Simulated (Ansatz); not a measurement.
Crystal: CdS (Greenockite).

```
Cd S
1.0
     4.15000    0.00000    0.00000
    -2.07500    3.59401    0.00000
     0.00000    0.00000    6.73700
Cd S
2 2
Direct
  0.66667 0.33333 0.50000
  0.33333 0.66667 0.00000
  0.66667 0.33333 0.87500
  0.33333 0.66667 0.37500
```

Base run:

```yaml
Program: Ansatz 0.2.0
Functional: PBE
Potentials_or_basis: Ansatz PAW
Cutoff: 500 eV
Density_cutoff: 2000 eV
k_mesh: 7 × 7 × 4
Occupations: fermi-dirac, width 0.05 eV
Spin: no spin polarisation
```

Its results: band gap on the k mesh 1.20 eV, direct; pressure 2.1 GPa; largest force 0.068 eV/Å.

Task: After a change of settings the same cell gave: band gap on the k mesh 1.17 eV, direct; pressure 10.7 GPa; largest force 0.066 eV/Å. Which change was it?
A. functional from PBE to exchange-only PBE; cutoff from 500 eV to 420 eV (not typed: the program's choice for these potentials)
B. potentials or basis from Ansatz PAW to PseudoDojo standard (PBE files); cutoff from 500 eV to 1388 eV; density cutoff from 2000 eV to 5551 eV
C. functional from PBE to PBE-EpsX; cutoff from 500 eV to 420 eV (not typed: the program's choice for these potentials); k mesh from 7 × 7 × 4 to 4 × 4 × 3

Result: A.

Caveats: odd divisions of the mesh miss points on the zone boundary, where band edges often lie, so the gap on the mesh can be too wide (some runs); the PAW data sets come from PBE, with cores solved anew for the run's functional, which leaves a small shift of forces and pressure (some runs).
